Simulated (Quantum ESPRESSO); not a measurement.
The system is CdSe.

```
CELL_PARAMETERS angstrom
0.00000 3.07027 3.07027
3.07027 0.00000 3.07027
3.07027 3.07027 0.00000
ATOMIC_POSITIONS crystal
Cd 0.00000 0.00000 0.00000
Se 0.25000 0.25000 0.25000
```

Measurements of this composition are mostly on another form, of space group No. 186.

| Item | Value |
| --- | --- |
| Program | Quantum ESPRESSO 7.5 |
| Task | phonons |
| Functional | vdW-DF-cx |
| Potentials or basis | GBRV 1.5 PBE |
| Cutoff | 612 eV |
| Density cutoff | 4898 eV |
| k mesh | 4 × 4 × 4, shifted |
| Occupations | fermi-dirac, width 0.05 eV |
| Spin | no spin polarisation |
| Mixing beta | 0.5 |
| Most SCF iterations | 120 |
| SCF threshold | 4e-10 Ry |

The cell and the atoms were relaxed first, to 28.53 Å³/atom (a = 4.321 Å, b = 4.321 Å, c = 4.321 Å, α = 60.00°, β = 60.00°, γ = 60.00°), and the response was taken there.

The first run showed a gap, so the response started from a second, tighter run with fixed occupations.

**Question.** What is the highest optical frequency at the zone centre, leaving out the macroscopic field of polar modes?

**Answer.** 165 cm⁻¹, a mode of symmetry T2 (IR and Raman). With the field the highest mode lies at 199 cm⁻¹.

Optical modes at Γ, degenerate ones joined, polar ones without the macroscopic field:
| cm⁻¹ | components | symmetry | active in | IR intensity, summed ((D/Å)²/amu) |
| --- | --- | --- | --- | --- |
| 165 | 3 | T2 | IR and Raman | 7.92 |

Zone-centre frequencies without and with the macroscopic field along z (cm⁻¹):
|  | optical modes in rising order |
| --- | --- |
| without | 165 165 165 |
| with the field | 165 165 199 |

Born effective charge tensors (e):
atom 1, Cd
```
2.29 0.00 0.00
0.00 2.29 0.00
0.00 0.00 2.29
```
atom 2, Se
```
-2.31  0.00  0.00
 0.00 -2.31  0.00
 0.00  0.00 -2.31
```

Caveat: the mesh is thin for the dielectric tensor, Born charges and intensities, which usually come out too large; the potentials were made for another functional, which shifts forces and pressure; the gap on the mesh is small and may close between mesh points, in which case fixed occupations spoil the response.
